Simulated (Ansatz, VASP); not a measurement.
# Si5Ge3 (random alloy of the diamond Si-Ge line, x = 0.375) in two plane-wave programs

Aim: how closely do two programs agree when they are given the same cell, functional and k mesh? The structure shown is the start of the Ansatz relaxation below; VASP solves that cell, so the two are compared at the walk's first step.

Main program and level: Ansatz 0.2.0; plane waves, with VASP 6.6.1 beside it; single point at PBE.

## (1) Starting point

The cell holds 64 atoms: 24 Ge and 40 Si. Cell: a = 11.156 Å, b = 11.156 Å, c = 11.156 Å, α = 90.0°, β = 90.0°, γ = 90.0°. It derives from Si (diamond Si-Ge), repeated 2×2×2. Diamond Si-Ge: 64 atoms, 24 of 64 Si sites given to Ge at random, cell and internal coordinates interpolated linearly between the end members (Vegard's rule); (so at first; earlier steps may have moved the atoms), displaced by a Gaussian of 0.02 A. Lattice constants are starting values near those of PBE.

## (2) Ansatz: relaxation, PBE

Ansatz runs on its default PAW (the set named soft_2) files.

The two programs are compared at the cell with which this relaxation starts, whose forces are those of its first step.

input.yaml

```yaml
crystal:
  lattice:
    - [11.15625, 0.0, 0.0]
    - [0.0, 11.15625, 0.0]
    - [0.0, 0.0, 11.15625]
  atoms:
    - { symbol: Ge, position: [0.99925, 0.9999, 0.99617] }
    - { symbol: Si, position: [0.12794, 0.12178, 0.12349] }
    - { symbol: Si, position: [0.0009, 0.24777, 0.2481] }
    - { symbol: Ge, position: [0.12337, 0.37599, 0.37911] }
    - { symbol: Si, position: [0.25007, 0.998, 0.25097] }
    - { symbol: Si, position: [0.37393, 0.12497, 0.37711] }
    - { symbol: Ge, position: [0.24866, 0.25002, 0.99843] }
    - { symbol: Si, position: [0.37472, 0.37546, 0.12323] }
    - { symbol: Si, position: [0.99939, 0.99958, 0.49886] }
    - { symbol: Si, position: [0.12287, 0.12245, 0.62472] }
    - { symbol: Si, position: [0.99952, 0.254, 0.74564] }
    - { symbol: Ge, position: [0.1252, 0.37566, 0.87744] }
    - { symbol: Si, position: [0.2509, 0.99849, 0.75] }
    - { symbol: Si, position: [0.37597, 0.12444, 0.87638] }
    - { symbol: Ge, position: [0.24665, 0.2531, 0.50263] }
    - { symbol: Ge, position: [0.3744, 0.3761, 0.62509] }
    - { symbol: Si, position: [0.99851, 0.50016, 0.00179] }
    - { symbol: Si, position: [0.12432, 0.62433, 0.12487] }
    - { symbol: Si, position: [0.00078, 0.75229, 0.24886] }
    - { symbol: Ge, position: [0.12591, 0.87539, 0.37167] }
    - { symbol: Si, position: [0.24925, 0.49976, 0.24993] }
    - { symbol: Ge, position: [0.37558, 0.62134, 0.37508] }
    - { symbol: Si, position: [0.24879, 0.74742, 0.00094] }
    - { symbol: Si, position: [0.37632, 0.87383, 0.12651] }
    - { symbol: Si, position: [0.99932, 0.50012, 0.49803] }
    - { symbol: Si, position: [0.12784, 0.62023, 0.62484] }
    - { symbol: Si, position: [0.00125, 0.74635, 0.74966] }
    - { symbol: Ge, position: [0.12486, 0.87648, 0.87724] }
    - { symbol: Si, position: [0.24928, 0.49752, 0.75245] }
    - { symbol: Ge, position: [0.37718, 0.62417, 0.87563] }
    - { symbol: Si, position: [0.25068, 0.75102, 0.50037] }
    - { symbol: Ge, position: [0.37752, 0.87188, 0.62687] }
    - { symbol: Si, position: [0.50068, 0.99961, 0.0021] }
    - { symbol: Ge, position: [0.6208, 0.12708, 0.12569] }
    - { symbol: Ge, position: [0.49797, 0.25078, 0.24945] }
    - { symbol: Ge, position: [0.62963, 0.37829, 0.37579] }
    - { symbol: Ge, position: [0.74871, 0.99895, 0.24942] }
    - { symbol: Si, position: [0.874, 0.12338, 0.37394] }
    - { symbol: Si, position: [0.7495, 0.24907, 0.99875] }
    - { symbol: Ge, position: [0.87333, 0.37957, 0.12236] }
    - { symbol: Si, position: [0.49817, 0.00078, 0.49942] }
    - { symbol: Si, position: [0.62576, 0.12643, 0.62726] }
    - { symbol: Si, position: [0.50135, 0.24822, 0.75199] }
    - { symbol: Si, position: [0.62184, 0.37479, 0.87411] }
    - { symbol: Si, position: [0.7481, 0.00106, 0.74967] }
    - { symbol: Si, position: [0.87683, 0.12234, 0.87652] }
    - { symbol: Si, position: [0.75089, 0.25023, 0.49746] }
    - { symbol: Ge, position: [0.87455, 0.37223, 0.62127] }
    - { symbol: Si, position: [0.50588, 0.50174, 0.00321] }
    - { symbol: Si, position: [0.62423, 0.62625, 0.12625] }
    - { symbol: Ge, position: [0.50108, 0.75001, 0.24959] }
    - { symbol: Ge, position: [0.62129, 0.87609, 0.37576] }
    - { symbol: Si, position: [0.752, 0.49951, 0.25312] }
    - { symbol: Si, position: [0.8742, 0.62275, 0.37668] }
    - { symbol: Ge, position: [0.74916, 0.74775, 0.00022] }
    - { symbol: Si, position: [0.87636, 0.87543, 0.12589] }
    - { symbol: Si, position: [0.50737, 0.50147, 0.50275] }
    - { symbol: Si, position: [0.62144, 0.62565, 0.62639] }
    - { symbol: Ge, position: [0.49935, 0.74843, 0.75071] }
    - { symbol: Ge, position: [0.62444, 0.87394, 0.87706] }
    - { symbol: Ge, position: [0.75239, 0.50054, 0.74919] }
    - { symbol: Si, position: [0.87592, 0.62649, 0.87613] }
    - { symbol: Si, position: [0.74739, 0.74939, 0.50064] }
    - { symbol: Ge, position: [0.87612, 0.87672, 0.62636] }
kpoints:
  mp_grid: { grid: [1, 1, 1] }
hamiltonian:
  xc: pbe
scf:
  occupations: { method: fermi_dirac, width: 0.025 }
output:
  forces: true
relax:
  f_tol: 0.04
  max_steps: 150
  cell: {}
```

On the command line:

```console
$ ansatz run input.yaml --threads 4 --pin off --max-ram 8192MiB --backend cpu --events-out ev --progress --plain --runs-dir out
```

Numbers of over 12 decimals in the logs are rounded to 6 here.

The log of the run:

```text
Engine: ansatz 0.2.0, x86_64-unknown-linux-gnu
Pseudopotentials: kind: paw
Pseudopotential: Ge, paw, valence charge 14, recommended cutoff 420 eV (normal), Ge.paw.azcp
Pseudopotential: Si, paw, valence charge 4, recommended cutoff 420 eV (normal), Si.paw.azcp
Functional definition: PBE
  parameter kappa = 0.804
  parameter beta = 0.066725
  exchange = pbe_x(kappa = kappa, mu = beta*pi^2/3)
  correlation = pbe_c(beta = beta)
Crystal: 64 atoms, lattice volume = 1388.528 Å³
Basis set: ecut = 420 eV, 27201 PW (Γ), exchange–correlation on 150×150×150 points (8 copies of the dense FFT grid, shifted against one another)
Bands: 312, of which v1, the nominal top of the filled ones, is band 248 counted from 1 (247 counted from 0)
Symmetry: 1 space group operations
Space group: P1 (ITA 1), of the structure as read, at distance tolerance 1.1e-4 Å
k-points: 1
Non-local potential: Ge, projectors of the file, l = 0: 2, l = 1: 2, l = 2: 3, l = 3: 1
Non-local potential: Si, projectors of the file, l = 0: 2, l = 1: 2, l = 2: 2
PAW form: soft (Blöchl's): semilocal exchange-correlation on the pseudo side does not see the compensation charge
PAW one-centre angular grid: Ge, 590 points (default); XC on 64 Gauss nodes
PAW one-centre angular grid: Si, 110 points (default); XC on 64 Gauss nodes
Initial density: superposition of atomic densities (neutral atoms: chi_scale 0, normalization atom), corrected by the library's trained network
Initial wavefunctions: pseudopotential atomic-orbital guess
Functional: x = pbe(κ = 0.804, μ = 0.219515), c = pbe(β = 0.066725)
SCF iter   1: F=—  HF=-128502.666787 eV  |F-HF|=—  |Δ(HF+E_count)|=         —  Δρ=1.90e-3  dr2=6.68e-2  ethr=1.77e-3  ⟨swp⟩=7.0  Hψ=1330  notcnv=0  defer=18
preconditioner: auto → Resta (q_TF=auto, 2.298 Å⁻¹)  ε∞=5.0  [insulator: Δε(μ)=0.573 eV  Ē_g=7.926 eV  σ=0.025 eV  W_gap=1.00  n_scr=256 (ndim 8)  ℏωp=15.9 eV  f_vac=0.000  D(μ)=0.00/eV (n_scr^D=0)  ε∞_Penn≈5.0]
SCF iter   2: F=—  HF=-128502.647300 eV  |F-HF|=—  |Δ(HF+E_count)|=   1.95e-2  Δρ=1.10e-3  dr2=2.46e-2  ethr=1.35e-5  ⟨swp⟩=2.0  Hψ=479  notcnv=0  defer=46
SCF iter   3: F=—  HF=-128502.648647 eV  |F-HF|=—  |Δ(HF+E_count)|=   1.35e-3  Δρ=6.72e-4  dr2=5.82e-3  ethr=4.96e-6  ⟨swp⟩=2.0  Hψ=512  notcnv=0  defer=46
SCF iter   4: F=—  HF=-128502.643912 eV  |F-HF|=—  |Δ(HF+E_count)|=   4.74e-3  Δρ=2.03e-4  dr2=6.33e-4  ethr=1.17e-6  ⟨swp⟩=2.0  Hψ=512  notcnv=0  defer=46
SCF iter   5: F=—  HF=-128502.644169 eV  |F-HF|=—  |Δ(HF+E_count)|=   2.57e-4  Δρ=6.11e-5  dr2=4.78e-5  ethr=1.28e-7  ⟨swp⟩=2.0  Hψ=512  notcnv=0  defer=46
SCF iter   6: F=—  HF=-128502.643428 eV  |F-HF|=—  |Δ(HF+E_count)|=   7.41e-4  Δρ=1.17e-5  dr2=2.17e-6  ethr=9.63e-9  ⟨swp⟩=2.0  Hψ=512  notcnv=0  defer=46
SCF iter   7: F=—  HF=-128502.643433 eV  |F-HF|=—  |Δ(HF+E_count)|=   4.90e-6  Δρ=3.27e-6  dr2=2.13e-7  ethr=4.38e-10  ⟨swp⟩=2.0  Hψ=512  notcnv=0  defer=46
SCF iter   8: F=-128502.643433 eV  HF=-128502.643433 eV  |F-HF|=4.51e-10  |Δ(HF+E_count)|=   4.44e-8  Δρ=1.32e-6  dr2=1.94e-8  ethr=2.02e-11  ⟨swp⟩=4.0  Hψ=930  notcnv=0
SCF 1 converged in 8 iterations: F = -128502.643433 eV  dr2 = 1.94e-8
  greatest PAW one-centre occupation: 0.998 electrons in one spin orbital (limit 2), on the Ge atom at site 58 (counted from 0), in its partial waves of l = 2
relax step   1: F+E_penalty+E_count = -128502.64343258 eV  Δ(F+E_penalty+E_count) = +0.000e0 eV  max|allowed force component| = 1.104e0 eV/Å  Δτ_max = 0.0000 Å  P = +0.094 GPa  Ω = 1388.528 Å³  (8 SCF iters, dr2 threshold 1.00e-7 eV, accepted)
Crystal: 64 atoms, lattice volume = 1387.137 Å³
Basis set: ecut = 420 eV, 27165 PW (Γ), exchange–correlation on 150×150×150 points (8 copies of the dense FFT grid, shifted against one another)
Initial density: handed on by an earlier stage of this run
Initial wavefunctions: those handed on with the density
iter 1 solved again at ethr=5.21e-5 eV; its pass at ethr=3.10e-3 eV (dr2=2.58e-1 eV) is discarded
SCF iter   1: F=—  HF=-128503.688156 eV  |F-HF|=—  |Δ(HF+E_count)|=         —  Δρ=4.94e-3  dr2=2.66e-1  ethr=5.21e-5  ⟨swp⟩=9.0  Hψ=1524  notcnv=0  defer=7
preconditioner: auto → Resta (q_TF=auto, 2.299 Å⁻¹)  ε∞=5.1  [insulator: Δε(μ)=0.473 eV  Ē_g=7.908 eV  σ=0.025 eV  W_gap=1.00  n_scr=256 (ndim 8)  ℏωp=16.0 eV  f_vac=0.002  D(μ)=0.02/eV (n_scr^D=0)  ε∞_Penn≈5.1]
SCF iter   2: F=—  HF=-128503.660463 eV  |F-HF|=—  |Δ(HF+E_count)|=   2.77e-2  Δρ=2.66e-3  dr2=6.76e-2  ethr=5.21e-5  ⟨swp⟩=2.0  Hψ=374  notcnv=0  defer=48
SCF iter   3: F=—  HF=-128503.658202 eV  |F-HF|=—  |Δ(HF+E_count)|=   2.26e-3  Δρ=3.91e-4  dr2=2.09e-3  ethr=1.36e-5  ⟨swp⟩=2.0  Hψ=365  notcnv=0  defer=48
SCF iter   4: F=—  HF=-128503.657836 eV  |F-HF|=—  |Δ(HF+E_count)|=   3.65e-4  Δρ=1.55e-4  dr2=3.37e-4  ethr=4.20e-7  ⟨swp⟩=2.0  Hψ=512  notcnv=0  defer=48
[...]
atom  12  Ge     0.00813034     0.00006498     0.00083450
  atom  13  Si    -0.00145172     0.00468883     0.00450863
  atom  14  Si     0.00340234    -0.00160070    -0.00103421
  atom  15  Ge    -0.00006307    -0.00773393     0.00483863
  atom  16  Ge     0.00019288     0.00386261     0.00141755
  atom  17  Si    -0.00594982    -0.00409840     0.00717654
  atom  18  Si     0.00226640     0.00283354    -0.00671707
  atom  19  Si    -0.00710506    -0.00228318    -0.00742812
  atom  20  Ge     0.00336014    -0.00028879    -0.00093705
  atom  21  Si     0.00015039    -0.00301565     0.00196885
  atom  22  Ge    -0.00030766    -0.00022329    -0.00541763
  atom  23  Si     0.00229202     0.00279525     0.00395735
  atom  24  Si    -0.00140658    -0.00116455    -0.00660695
  atom  25  Si     0.00243038     0.00462605     0.00432890
  atom  26  Si     0.00315145    -0.00042745    -0.00634173
  atom  27  Si    -0.00393898    -0.00359775    -0.00201928
  atom  28  Ge    -0.00070138     0.00039146    -0.00127842
  atom  29  Si    -0.00309970    -0.00072646     0.00444438
  atom  30  Ge    -0.00468354    -0.00535761     0.00599764
  atom  31  Si    -0.00443503     0.00230262    -0.00141414
  atom  32  Ge     0.00322386     0.00135133     0.00050904
  atom  33  Si    -0.00965438    -0.00072685     0.01098417
  atom  34  Ge    -0.00000381     0.00828671    -0.01910302
  atom  35  Ge    -0.00525168    -0.00050047     0.00744494
[...]
atom  57  Si    -0.00072399     0.00338834     0.00613264
  atom  58  Si    -0.00208420    -0.00086147    -0.01218400
  atom  59  Ge     0.00504899    -0.00231579     0.00232184
  atom  60  Ge     0.00705407     0.00207993     0.00190704
  atom  61  Ge    -0.00242408     0.00006849     0.01192887
  atom  62  Si     0.00184054     0.00409543    -0.00327413
  atom  63  Si     0.00637247     0.00352785     0.00372362
  atom  64  Ge     0.00263498     0.00027138    -0.00074037
  max |Σ_I F_I| component: 4.65e-7 eV/Å
--- Stress (GPa, compression-positive) ---
        0.010440       0.015965      -0.009665
        0.015965       0.009855      -0.009210
       -0.009665      -0.009210       0.000496
  P = ⅓ Tr σ = 0.0069 GPa (0.069 kbar)
--- Relaxed structure (3 steps of the walk, 3 accepted, 1 SCFs on fresh bases) ---
  F+E_penalty+E_count = -128503.70295292 eV   max|allowed force component| = 1.910e-2 eV/Å   (the final SCF, on the basis selected at the relaxed cell)
  cell:  # Å, volume = 1387.6498 Å³
    - [11.155845, -0.00130659, -0.00121109]
    - [-0.00130659, 11.148984, 0.00115676]
    - [-0.00121109, 0.00115676, 11.156863]
  atoms:
    - { symbol: Ge, position: [0.997978, 1.001837, 1.002273] }
    - { symbol: Si, position: [0.125504, 0.125023, 0.129578] }
    - { symbol: Si, position: [-0.000635468, 0.247424, 0.250767] }
    - { symbol: Ge, position: [0.123417, 0.376603, 0.372403] }
    - { symbol: Si, position: [0.251343, 1.000335, 0.249185] }
    - { symbol: Si, position: [0.374968, 0.121253, 0.374739] }
    - { symbol: Ge, position: [0.251694, 0.248853, 1.001639] }
    - { symbol: Si, position: [0.374474, 0.378240, 0.125334] }
    - { symbol: Si, position: [1.000284, 1.002353, 0.501407] }
    - { symbol: Si, position: [0.122957, 0.122569, 0.628087] }
    - { symbol: Si, position: [0.999545, 0.246170, 0.749837] }
    - { symbol: Ge, position: [0.122519, 0.375954, 0.873178] }
    - { symbol: Si, position: [0.249564, 1.002818, 0.750322] }
    - { symbol: Si, position: [0.376064, 0.123504, 0.873298] }
    - { symbol: Ge, position: [0.249522, 0.246069, 0.501004] }
    - { symbol: Ge, position: [0.377786, 0.375665, 0.628492] }
    - { symbol: Si, position: [1.001034, 0.503365, 0.000203674] }
    - { symbol: Si, position: [0.124461, 0.625647, 0.125347] }
    - { symbol: Si, position: [-0.000536431, 0.747239, 0.249663] }
    - { symbol: Ge, position: [0.123920, 0.875185, 0.374605] }
    - { symbol: Si, position: [0.248731, 0.500569, 0.245798] }
    - { symbol: Ge, position: [0.372129, 0.622629, 0.376708] }
    - { symbol: Si, position: [0.249299, 0.749792, 0.00415739] }
    - { symbol: Si, position: [0.372170, 0.877230, 0.122807] }
    - { symbol: Si, position: [0.999839, 0.503327, 0.498810] }
    - { symbol: Si, position: [0.123740, 0.624774, 0.624632] }
    - { symbol: Si, position: [0.00093045, 0.746498, 0.749864] }
    - { symbol: Ge, position: [0.126655, 0.873307, 0.874453] }
    - { symbol: Si, position: [0.247576, 0.501639, 0.748503] }
    - { symbol: Ge, position: [0.373819, 0.622458, 0.878543] }
    - { symbol: Si, position: [0.246296, 0.748600, 0.501490] }
    - { symbol: Ge, position: [0.371934, 0.877945, 0.622429] }
    - { symbol: Si, position: [0.495296, 0.999492, -0.00160882] }
    - { symbol: Ge, position: [0.624561, 0.124431, 0.120736] }
    - { symbol: Ge, position: [0.496740, 0.250893, 0.250507] }
    - { symbol: Ge, position: [0.627591, 0.376443, 0.377858] }
    - { symbol: Ge, position: [0.755150, 0.999967, 0.251131] }
    - { symbol: Si, position: [0.877952, 0.126291, 0.377912] }
    - { symbol: Si, position: [0.749810, 0.250624, 0.995603] }
    - { symbol: Ge, position: [0.875019, 0.375206, 0.124126] }
[...]
- { symbol: Ge, position: [0.877119, 0.372552, 0.623089] }
[...]
- { symbol: Si, position: [0.625968, 0.620563, 0.124944] }
    - { symbol: Ge, position: [0.498905, 0.749714, 0.246200] }
    - { symbol: Ge, position: [0.625513, 0.874667, 0.378676] }
    - { symbol: Si, position: [0.751167, 0.502382, 0.251140] }
    - { symbol: Si, position: [0.875298, 0.625473, 0.374624] }
    - { symbol: Ge, position: [0.753058, 0.747693, 0.00218743] }
    - { symbol: Si, position: [0.877989, 0.871797, 0.127968] }
    - { symbol: Si, position: [0.502202, 0.501236, 0.502501] }
    - { symbol: Si, position: [0.626529, 0.624309, 0.622441] }
    - { symbol: Ge, position: [0.500965, 0.748851, 0.747378] }
    - { symbol: Ge, position: [0.625738, 0.878417, 0.875334] }
    - { symbol: Ge, position: [0.749002, 0.500071, 0.752155] }
    - { symbol: Si, position: [0.878868, 0.624605, 0.875325] }
    - { symbol: Si, position: [0.750992, 0.746097, 0.500199] }
    - { symbol: Ge, position: [0.874772, 0.874458, 0.625778] }
```

The column dr2 measures how far the density is from self-consistency, as an energy; F and HF (Harris–Foulkes) agree once it is small.

(Continued in part 2 of 2.)

[Lines on the potential files, build, host, timing and source positions are cut from VASP's logs without a mark.]

[Logs are printed without paths, hosts, clocks, repeated set-up lines and the standing remarks that a program may print on its own settings, such as how far it seeks lower states.]

[Hosts, paths, dates, database ids (printed as entryN), source tags and the programs' standing remarks are cut or masked in the printed files.]
